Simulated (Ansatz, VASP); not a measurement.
## Ta2H: VASP beside Ansatz

```
Ta H
1.0
     3.34679    0.00000    0.00000
     0.00000    3.34679    0.00000
     0.00000    0.00000    3.39297
Ta H
2 1
Direct
  0.50000 0.00000 0.73999
  0.00000 0.50000 0.26001
  0.00000 0.00000 0.00000
```

Alike in both runs: functional PBEsol; k mesh 12 × 12 × 12; occupations gaussian, width 0.1 eV; no spin polarisation.

Ansatz relaxed the structure, and its values are those at the end. VASP's run is a single point on that final structure, the one shown.

|  | VASP | Ansatz |
| --- | --- | --- |
| version | VASP 6.6.1 | Ansatz 0.2.0 |
| potentials or method | VASP PAW PBE potentials, release 64 (Ta_pv, H) | scalar-relativistic, plane waves, PAW |
| plane-wave cutoff (eV) | 520 | 420 |
| valence electrons in the cell | 23 | 27 |

|  | VASP | Ansatz | Ansatz less VASP |
| --- | --- | --- | --- |
| gap on the k mesh at the Fermi level (eV) | none | none | - |
| pressure (GPa) | 0.1 | 0.0 | -0.12 |
| rms of the force components (eV/Å) | 0.006 | 0.000 | -0.0053 |

A gap of «none» marks a metal or a gap that the smearing closes. The two sets of potentials don't hold the same shells in valence.

Caveats: the PAW data sets were made with another functional, which shifts forces and pressure a little (VASP). Spin-orbit coupling is left out, which matters for the levels of Ta.
